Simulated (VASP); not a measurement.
# Li2O (Fm-3m) in VASP: a series of runs

One crystal, Li2O, is run at these levels: r2SCAN; tasks: single point, relaxation of cell and atoms.

All numbers are computed with VASP 6.6.1; they aren't measurements. Logs are shortened: lines on timing, memory, paths and dates and some standing lists are left out, and cuts for length are marked.

## 1. The structure

Symmetry: Fm-3m, No. 225, cubic system. Conventional cell: a = 4.573 Å, b = 4.573 Å, c = 4.573 Å, α = 90.00°, β = 90.00°, γ = 90.00°. Around Li (site symmetry -43m) lie 4 O at 1.98 Å. O (site symmetry m-3m) has 8 Li at 1.98 Å as nearest neighbours.

## 2. Single point, r2SCAN

POSCAR

```
Li2O
1.0
    0.0000000000      2.2863730728      2.2863730728
    2.2863730728      0.0000000000      2.2863730728
    2.2863730728      2.2863730728      0.0000000000
Li O
2 1
Direct
    0.2500000000      0.2500000000      0.2500000000
    0.7500000000      0.7500000000      0.7500000000
    0.0000000000      0.0000000000      0.0000000000
```

INCAR.step1

```
  ALGO = Normal
  EDIFF = 1E-4
  ENCUT = 520
  GGA = PE
  ISMEAR = 0
  LASPH = True
  LCHARG = False
  LREAL = False
  LWAVE = True
  NBANDS = 13
  NELM = 100
  PREC = Accurate
  SIGMA = 0.02
```

INCAR.step2

```
  ALGO = Normal
  EDIFF = 1E-6
  ENCUT = 520
  ISIF = 2
  ISMEAR = 0
  ISTART = 1
  LASPH = True
  LCHARG = True
  LELF = True
  LMIXTAU = True
  LREAL = False
  LVHAR = True
  LWAVE = False
  METAGGA = R2SCAN
  NBANDS = 13
  NELM = 100
  PREC = Accurate
  SIGMA = 0.02
```

KPOINTS

```
k-points
0
Gamma
  8 8 8
```

Potentials or basis: VASP PAW PBE potentials, release 64 (Li_sv, O).

Run with:

```sh
$ cat potpaw_PBE.64/Li_sv/POTCAR potpaw_PBE.64/O/POTCAR > POTCAR
$ cp INCAR.step1 INCAR
$ mpirun -np 1 vasp_std > vasp.out
$ cp INCAR.step2 INCAR
$ mpirun -np 1 vasp_std > vasp.out
```

OUTCAR:

```text
EDIFF = 1E-6
   ENCUT = 520
   ISIF = 2
   ISMEAR = 0
   ISTART = 1
   LASPH = True
   LREAL = False
   METAGGA = R2SCAN
   NELM = 100
   PREC = Accurate

 ion  position               nearest neighbor table
   1  0.250  0.250  0.250-   3 1.98   3 1.98   3 1.98   3 1.98   2 2.29   2 2.29   2 2.29   2 2.29
                             2 2.29   2 2.29
   2  0.750  0.750  0.750-   3 1.98   3 1.98   3 1.98   3 1.98   1 2.29   1 2.29   1 2.29   1 2.29
                             1 2.29   1 2.29
   3  0.000  0.000  0.000-   2 1.98   2 1.98   2 1.98   1 1.98   2 1.98   1 1.98   1 1.98   1 1.98

  LATTYP: Found a face centered cubic cell.
 ALAT       =     4.5727461456

  Lattice vectors:

 A1 = (   0.0000000000,   2.2863730728,   2.2863730728)
 A2 = (   2.2863730728,   0.0000000000,   2.2863730728)
 A3 = (   2.2863730728,   2.2863730728,   0.0000000000)

Analysis of symmetry for initial positions (statically):
=====================================================================
 Subroutine PRICEL returns:
 Original cell was already a primitive cell.

 Routine SETGRP: Setting up the symmetry group for a
 face centered cubic supercell.

 Subroutine GETGRP returns: Found 48 space group operations
 (whereof 48 operations were pure point group operations)
 out of a pool of 48 trial point group operations.

The static configuration has the point symmetry O_h .

Analysis of symmetry for dynamics (positions and initial velocities):
=====================================================================
 Subroutine PRICEL returns:
 Original cell was already a primitive cell.

 Routine SETGRP: Setting up the symmetry group for a
 face centered cubic supercell.

 Subroutine GETGRP returns: Found 48 space group operations
 (whereof 48 operations were pure point group operations)
 out of a pool of 48 trial point group operations.

The dynamic configuration has the point symmetry O_h .

 Subroutine INISYM returns: Found 48 space group operations
 (whereof 48 operations are pure point group operations),
 and found     1 'primitive' translations

----------------------------------------------------------------------------------------

                                     Primitive cell

  volume of cell :      23.9040

  direct lattice vectors                    reciprocal lattice vectors
     0.000000000  2.286373073  2.286373073    -0.218686970  0.218686970  0.218686970
     2.286373073  0.000000000  2.286373073     0.218686970 -0.218686970  0.218686970
     2.286373073  2.286373073  0.000000000     0.218686970  0.218686970 -0.218686970

  length of vectors
     3.233419808  3.233419808  3.233419808     0.378776943  0.378776943  0.378776943

  position of ions in fractional coordinates (direct lattice)
     0.250000000  0.250000000  0.250000000
     0.750000000  0.750000000  0.750000000
     0.000000000  0.000000000  0.000000000

  ion indices of the primitive-cell ions
   primitive index   ion index
                 1           1
                 2           2
                 3           3

----------------------------------------------------------------------------------------

 KPOINTS: k-points

Automatic generation of k-mesh.
 Grid dimensions read from file:
 generate k-points for:    8    8    8

 Generating k-lattice:

  Cartesian coordinates                     Fractional coordinates (reciprocal lattice)
    -0.027335871  0.027335871  0.027335871     0.125000000  0.000000000  0.000000000
     0.027335871 -0.027335871  0.027335871     0.000000000  0.125000000  0.000000000
     0.027335871  0.027335871 -0.027335871     0.000000000  0.000000000  0.125000000

  Length of vectors
     0.047347118  0.047347118  0.047347118

  Shift w.r.t. Gamma in fractional coordinates (k-lattice)
     0.000000000  0.000000000  0.000000000

 Subroutine IBZKPT returns following result:
 ===========================================

 Found     29 irreducible k-points:

 Following reciprocal coordinates:
            Coordinates               Weight
  0.000000  0.000000  0.000000      1.000000
  0.125000  0.000000  0.000000      8.000000
  0.250000  0.000000  0.000000      8.000000
  0.375000  0.000000  0.000000      8.000000
  0.500000  0.000000  0.000000      4.000000
  0.125000  0.125000  0.000000      6.000000
[... 16 lines left out ...]
  0.500000  0.250000  0.125000     48.000000
 -0.375000  0.250000  0.125000     24.000000
 [... further k-points ...]
   k-points           NKPTS =     29   k-points in BZ     NKDIM =     29   number of bands    NBANDS=     13
   number of dos      NEDOS =    301   number of ions     NIONS =      3
   total plane-waves  NPLWV =  13824
   dimension x,y,z NGX =    24 NGY =   24 NGZ =   24
   dimension x,y,z NGXF=    48 NGYF=   48 NGZF=   48
   ions per type =               2   1
   NGX,Y,Z   is equivalent  to a cutoff of  12.34, 12.34, 12.34 a.u.
   NGXF,Y,Z  is equivalent  to a cutoff of  24.68, 24.68, 24.68 a.u.
 SYSTEM =  unknown system
   PREC   = accura    normal or accurate (medium, high low for compatibility)
   ISTART =      1    job   : 0-new  1-cont  2-samecut
   ICHARG =      0    charge: 1-file 2-atom 10-const
   ISPIN  =      1    spin polarized calculation?
   LNONCOLLINEAR =      F non collinear calculations
   LSORBIT =      F    spin-orbit coupling
   LASPH  =      T    aspherical Exc in radial PAW
   ENCUT  =  520.0 eV  38.22 Ry    6.18 a.u.   6.01  6.01  6.01*2*pi/ulx,y,z
   NELM   =    100;   NELMIN=  2; NELMDL=  0     # of ELM steps
   EDIFF  = 0.1E-05   stopping-criterion for ELM
   LREAL  =      F    real-space projection
   EDIFFG = 0.1E-04   stopping-criterion for IOM
   NSW    =      0    number of steps for IOM
   IBRION =     -1    ionic relax: 0-MD 1-quasi-New 2-CG
   NFREE  =      0    steps in history (QN), initial steepest desc. (CG)
   ISIF   =      2    stress and relaxation
   ISYM   =      2    0-nonsym 1-usesym 2-fastsym
   POTIM  = 0.5000    time-step for ionic-motion
   TEBEG  =    0.0;   TEEND  =   0.0 temperature during run
   PSTRESS=    0.0 pullay stress
   NELECT =      12.0000    total number of electrons
   NUPDOWN=      -1.0000    fix difference up-down
   EMIN   =  10.00;   EMAX   =-10.00  energy-range for DOS
   EFERMI =   0.00;   METHOD = LEGACY
   ISMEAR =     0;   SIGMA  =   0.02  broadening in eV -4-tet -1-fermi 0-gaus
   EFERMI_NEDOS =   21; number of points for ismear=-14 and -15
   IALGO  =     38    algorithm
   IMIX   =      4    mixing-type and parameters
     AMIX     =   0.40;   BMIX     =  1.00
     AMIX_MAG =   1.60;   BMIX_MAG =  1.00
  volume/ion in A,a.u.               =       7.97        53.77
  Fermi-wavevector in a.u.,A,eV,Ry     =   1.301102  2.458727 23.032861  1.692868
  Thomas-Fermi vector in A             =   2.432258
   LORBIT       =      0    0 simple, 1 ext, 2 COOP (PROOUT), +10 PAW based schemes
   METAGGA = R2SCAN    functional components
   LHFCALC =     F    Hartree Fock is set to
   AEXX    =    0.0000 exact exchange contribution
   IVDW    =     0    specifies the selected vdW correction
   LEPSILON=     F    determine dielectric tensor
   LRPA    =     F    only Hartree local field effects (RPA)
 non-spin polarized calculation
 Gauss-broadening in eV      SIGMA  =   0.02
  energy-cutoff  :      520.00
  volume of cell :       23.90
 maximum number of plane-waves:       660
   NGX = 13   NGY = 13   NGZ = 13

 number of electron      11.9999988 magnetization

 Free energy of the ion-electron system (eV)
  ---------------------------------------------------
  ext. energy  EPLUGINS =         0.00000000
  ---------------------------------------------------
  free energy    TOTEN  =       -16.82934363 eV

  energy without entropy =      -16.82934363  energy(sigma->0) =      -16.82934363

 E-fermi :   1.1854     XC(G=0): -10.4133

 val. band max:        1.1035398646   @ k =   0.0000   0.0000   0.0000
 cond. band min:       6.8288706868   @ k =   0.5000   0.5000   0.0000
 fundamental gap:      5.7253308222
 Fermi energy:         1.1853901564

 k-point     1 :       0.0000    0.0000    0.0000
  band No.  band energies     occupation
      1     -43.1550      2.00000
      2     -42.8034      2.00000
      3     -15.3155      2.00000
      4       1.1035      2.00000
      5       1.1035      2.00000
      6       1.1035      2.00000
      7       7.4516      0.00000
      8      14.3911      0.00000
      9      14.3911      0.00000
     10      14.3915      0.00000
     11      21.6435      0.00000
     12      21.6435      0.00000
     13      21.6439      0.00000

 k-point     2 :       0.1250    0.0000    0.0000
  band No.  band energies     occupation
      1     -43.1391      2.00000
      2     -42.8148      2.00000
      3     -15.2883      2.00000
      4       0.6017      2.00000
      5       1.0297      2.00000
      6       1.0297      2.00000
      7       7.8563      0.00000
      8      14.4247      0.00000
      9      14.6155      0.00000
     10      14.6158      0.00000
     11      20.1219      0.00000
     12      20.1222      0.00000
     13      22.2126      0.00000

 k-point     3 :       0.2500    0.0000    0.0000
  band No.  band energies     occupation
      1     -43.0955      2.00000
      2     -42.8477      2.00000
      3     -15.2194      2.00000
      4      -0.4448      2.00000
      5       0.8613      2.00000
      6       0.8613      2.00000
      7       8.8579      0.00000
      8      14.2114      0.00000
      9      14.8291      0.00000
     10      14.8293      0.00000
     11      19.3278      0.00000
     12      19.3281      0.00000
     13      23.6345      0.00000
[... 305 lines left out ...]
 k-point    23 :       0.5000    0.2500    0.1250
  band No.  band energies     occupation
      1     -43.0166      2.00000
      2     -42.9095      2.00000
      3     -15.1132      2.00000
      4      -1.1234      2.00000
      5       0.0561      2.00000
      6       0.4493      2.00000
      7       9.5124      0.00000
      8      13.1281      0.00000
      9      15.6079      0.00000
     10      16.0414      0.00000
     11      18.4966      0.00000
     12      22.2552      0.00000
     13      25.4511      0.00000

 k-point    24 :      -0.3750    0.2500    0.1250
  band No.  band energies     occupation
      1     -42.9616      2.00000
      2     -42.9608      2.00000
      3     -15.0878      2.00000
      4      -1.3757      2.00000
      5       0.0892      2.00000
      6       0.2753      2.00000
      7       9.9608      0.00000
      8      12.6729      0.00000
      9      15.5153      0.00000
     10      15.9847      0.00000
     11      20.4196      0.00000
     12      20.7954      0.00000
     13      26.1370      0.00000

 [... further k-points ...]

------------------------ aborting loop because EDIFF is reached ----------------------------------------

  FORCE on cell =-STRESS in cart. coord.  units (eV):
  Direction    XX          YY          ZZ          XY          YZ          ZX
  --------------------------------------------------------------------------------------
  -------------------------------------------------------------------------------------
  Total        0.0333371      0.0333371      0.0333371     -0.0000000     -0.0000000      0.0000000
  in kB        2.2344315      2.2344315      2.2344315     -0.0000000     -0.0000000      0.0000000
  external PRESSURE =       2.2344315 kB  Pullay stress =       0.0000000 kB

 VOLUME and BASIS-vectors are now :
 -----------------------------------------------------------------------------
  energy-cutoff  :      520.00
  volume of cell :       23.90
      direct lattice vectors                 reciprocal lattice vectors
     0.000000000  2.286373073  2.286373073    -0.218686970  0.218686970  0.218686970
     2.286373073  0.000000000  2.286373073     0.218686970 -0.218686970  0.218686970
     2.286373073  2.286373073  0.000000000     0.218686970  0.218686970 -0.218686970

 POSITION                                       TOTAL-FORCE (eV/Angst)
 -----------------------------------------------------------------------------------
      1.14319      1.14319      1.14319         0.000000      0.000000      0.000000
      3.42956      3.42956      3.42956        -0.000000     -0.000000     -0.000000
      0.00000      0.00000      0.00000        -0.000000     -0.000000     -0.000000
 -----------------------------------------------------------------------------------
    total drift:                               -0.000000      0.000000      0.000000

  FREE ENERGIE OF THE ION-ELECTRON SYSTEM (eV)
  ---------------------------------------------------
  free  energy   TOTEN  =       -16.8293436348 eV

  energy  without entropy=      -16.8293436348  energy(sigma->0) =      -16.82934363
```

Run time: 31 s. Hardware: 1 thread of AMD EPYC 7R43 (Zen 3), shared host; peak memory 0.1 GiB.

What came out:

| Quantity | Value |
| --- | --- |
| Free energy | -16.8293 eV |
| Band gap on the k mesh | 5.73 eV, indirect (least direct gap 6.35 eV) |

Caveat: the cutoff is under 1.25 times the usual one of these potentials, so pressure, stress and relaxed cells hold a basis-set (Pulay) error; the PAW data sets were made with another functional, which shifts forces and pressure a little. A k mesh can miss the band edges.

## 3. Relaxation of cell and atoms, r2SCAN

This run uses another cell than the first one, of 8.16 Å³/atom, 1.025 times its volume.

POSCAR

```
Li2O
1.0
    0.0000000000      2.3050000000      2.3050000000
    2.3050000000      0.0000000000      2.3050000000
    2.3050000000      2.3050000000      0.0000000000
Li O
2 1
Direct
    0.2500000000      0.2500000000      0.2500000000
    0.7500000000      0.7500000000      0.7500000000
    0.0000000000      0.0000000000      0.0000000000
```

INCAR.step1

```
PREC = Accurate ; ENCUT = 600
ISMEAR = 0 ; SIGMA = 0.02
LREAL = False ; LASPH = True
NELM = 100 ; GGA = PE
ALGO = Normal ; EDIFF = 1E-4
LWAVE = True ; LCHARG = False
```

INCAR.step2

```
PREC = Accurate ; ENCUT = 600
EDIFF = 1E-7 ; ISMEAR = 0
SIGMA = 0.02 ; LREAL = False
LASPH = True ; NELM = 100
ALGO = Normal ; ISIF = 3
LWAVE = False ; LCHARG = False
METAGGA = R2SCAN ; LMIXTAU = True
IBRION = 2 ; NSW = 80
EDIFFG = -0.005 ; ISTART = 1
```

KPOINTS

```
Automatic mesh
0
Gamma
  8 8 8
```

Potentials or basis: VASP PAW PBE potentials, release 64 (Li_sv, O).

Run with:

```sh
$ cat potpaw_PBE.64/Li_sv/POTCAR potpaw_PBE.64/O/POTCAR > POTCAR
$ cp INCAR.step1 INCAR
$ mpirun -np 1 vasp_std > vasp.out
$ cp INCAR.step2 INCAR
$ mpirun -np 1 vasp_std > vasp.out
```

Run time: 2 min. Hardware: 1 thread of AMD EPYC 7R43 (Zen 3), shared host; peak memory 0.12 GiB.

Results (log left out):

```yaml
Free_energy: -16.8382 eV
Relaxed_volume: 7.95 Å³/atom
Relaxed_cell: a = 3.231 Å, b = 3.231 Å, c = 3.231 Å, α = 60.00°, β = 60.00°, γ = 60.00°
Space_group_after_relaxing_to_0.05_Å: Fm-3m (No. 225)
Energy_gained_by_relaxing: 1.4 meV/atom
Ionic_steps: 3
Pressure_after_relaxing: 0.0 GPa
Band_gap_on_the_k_mesh: 5.73 eV, indirect (least direct gap 6.37 eV)
```

Step by step:
```tsv
step	energy change (eV)	largest force (eV/Å)	pressure (GPa)	volume (Å³)
1	0.0000	0.0000	-2.44	24.49
2	-0.0039	0.0000	-0.79	24.05
3	-0.0042	0.0000	0.01	23.85
```

Final structure:
```yaml
crystal:
  lattice:
    - [0.00000, 2.28468, 2.28468]
    - [2.28468, 0.00000, 2.28468]
    - [2.28468, 2.28468, 0.00000]
  atoms:
    - { symbol: Li, position: [0.25000, 0.25000, 0.25000] }
    - { symbol: Li, position: [0.75000, 0.75000, 0.75000] }
    - { symbol: O, position: [0.00000, 0.00000, 0.00000] }
```

Levels at points of the mesh, in eV from the valence-band top:
```tsv
k point	band 3	band 4	band 5	band 6	band 7	band 8	band 9	band 10
(0.00, 0.00, 0.00)	-16.42	0.00	0.00	0.00	6.37	13.30	13.30	13.30
(0.50, 0.00, 0.00)	-16.22	-2.79	-0.46	-0.46	10.30	11.22	13.24	13.24
(0.50, 0.50, 0.00)	-16.18	-1.58	-1.43	-1.43	5.73	15.07	15.07	16.50
```

Caveat: the cutoff is under 1.25 times the usual one of these potentials, so pressure, stress and relaxed cells hold a basis-set (Pulay) error; the PAW data sets were made with another functional, which shifts forces and pressure a little.
